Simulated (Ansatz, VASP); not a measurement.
**Two plane-wave programs on Hf**

The input INCAR:

```
SYSTEM = Hf
ALGO = Normal
EDIFF = 1E-6
ENCUT = 520
GGA = PE
ISIF = 2
ISMEAR = 0
LASPH = .True.
LCHARG = .True.
LELF = .True.
LREAL = .False.
LVHAR = .True.
LWAVE = .False.
NBANDS = 22
NELM = 100
PREC = Accurate
SIGMA = 0.1
```

The input KPOINTS:

```
k-points
0
Gamma
  4 4 4
  0 0 0
```

The input POSCAR:

```
Hf
1.0
    4.2070114300      0.0000000000      0.0000000000
    0.0000000000      4.2070114300      0.0000000000
    0.0000000000      0.0000000000      4.2070114300
Hf
3
Direct
    0.5000000000      0.0000000000      0.0000000000
    0.0000000000      0.5000000000      0.0000000000
    0.0000000000      0.0000000000      0.5000000000
```

Input for Ansatz:

```yaml
crystal:
  lattice:
    - [4.20701143, 0.0, 0.0]
    - [0.0, 4.20701143, 0.0]
    - [0.0, 0.0, 4.20701143]
  atoms:
    - { symbol: Hf, position: [0.5, 0.0, 0.0] }
    - { symbol: Hf, position: [0.0, 0.5, 0.0] }
    - { symbol: Hf, position: [0.0, 0.0, 0.5] }
basis:
  ecutwfc: 420
kpoints:
  mp_grid: { grid: [4, 4, 4] }
hamiltonian:
  xc: pbe
scf:
  occupations: { method: gaussian, width: 0.1 }
  lower_state_search: "off"
output:
  forces: true
  stress: true
  eigenvalues: true
```

Alike in both runs: task single point; functional PBE; k mesh 4 × 4 × 4; occupations gaussian, width 0.1 eV; no spin polarisation.

|  | VASP | Ansatz |
| --- | --- | --- |
| version | VASP 6.6.1 | Ansatz 0.2.0 |
| potentials or method | VASP PAW PBE potentials, release 64 (Hf_pv) | scalar-relativistic, plane waves, PAW |
| plane-wave cutoff (eV) | 520 | 420 |
| valence electrons in the cell | 30 | 78 |

```csv
,VASP,Ansatz,Ansatz less VASP
gap on the k mesh at the Fermi level (eV),none,none,-
pressure (GPa),3.5,3.8,+0.29
```

A gap of «none» marks a metal or a gap that the smearing closes. The functional is the same, so the differences come from potentials, cutoffs and numerics. The two sets of potentials don't hold the same shells in valence.

Caveats: the k mesh is coarse (spacing up to 0.37 Å⁻¹), so the values aren't converged. The runs have no spin-orbit coupling, so splittings on Hf are missing.
